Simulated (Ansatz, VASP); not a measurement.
# Two plane-wave programs on C

```
C
1.0
     1.23715   -3.03518    0.00000
     1.23715    3.03518    0.00000
     0.00000    0.00000    2.46351
C
3
Direct
  0.68131 0.31869 0.50000
  0.31869 0.68131 0.50000
  0.50000 0.50000 0.00000
```

Alike in both runs: functional PBE; k mesh 8 × 8 × 8; occupations gaussian, width 0.1 eV; no spin polarisation.

Ansatz relaxed the structure, and its values are those at the end. VASP's run is a single point on that final structure, the one shown.

|  | VASP | Ansatz |
| --- | --- | --- |
| version | VASP 6.6.1 | Ansatz 0.2.0 |
| potentials or method | VASP PAW PBE potentials, release 64 (C) | scalar-relativistic, plane waves, PAW |
| plane-wave cutoff (eV) | 520 | 420 |
| valence electrons in the cell | 12 | 12 |

|  | VASP | Ansatz | Ansatz less VASP |
| --- | --- | --- | --- |
| gap on the k mesh at the Fermi level (eV) | none | none | - |
| pressure (GPa) | 0.4 | 0.0 | -0.39 |
| rms of the force components (eV/Å) | 0.011 | 0.003 | -0.0083 |

A gap of «none» marks a metal or a gap that the smearing closes.
